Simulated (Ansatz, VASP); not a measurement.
# HfH2 in VASP and in Ansatz

```
Hf H
1.0
    -1.72794    1.72794    2.13259
     1.72794   -1.72794    2.13259
     1.72794    1.72794   -2.13259
Hf H
1 2
Direct
  0.00000 0.00000 0.00000
  0.75000 0.25000 0.50000
  0.25000 0.75000 0.50000
```

Alike in both runs: functional PBEsol; k mesh 16 × 16 × 16; occupations fermi-dirac, width 0.15 eV; no spin polarisation.

Ansatz relaxed the structure, and its values are those at the end. VASP's run is a single point on that final structure, the one shown.

```csv
,VASP,Ansatz
version,VASP 6.6.1,Ansatz 0.2.0
potentials or method,"VASP PAW PBE potentials, release 64 (Hf_pv, H)","scalar-relativistic, plane waves, PAW"
plane-wave cutoff (eV),520,420
valence electrons in the cell,12,28
```

Ansatz gave:

| Item | Value |
| --- | --- |
| gap on the k mesh at the Fermi level (eV) | none |
| pressure (GPa) | 0.0 |

Problem. Which values does VASP return?

Solution. gap on the k mesh at the Fermi level (eV): none; pressure (GPa): -0.6.

A gap of «none» marks a metal or a gap that the smearing closes. The two sets of potentials don't hold the same shells in valence.

Caveats: the PAW data sets were made with another functional, which shifts forces and pressure a little (VASP). The runs have no spin-orbit coupling, so splittings on Hf are missing.
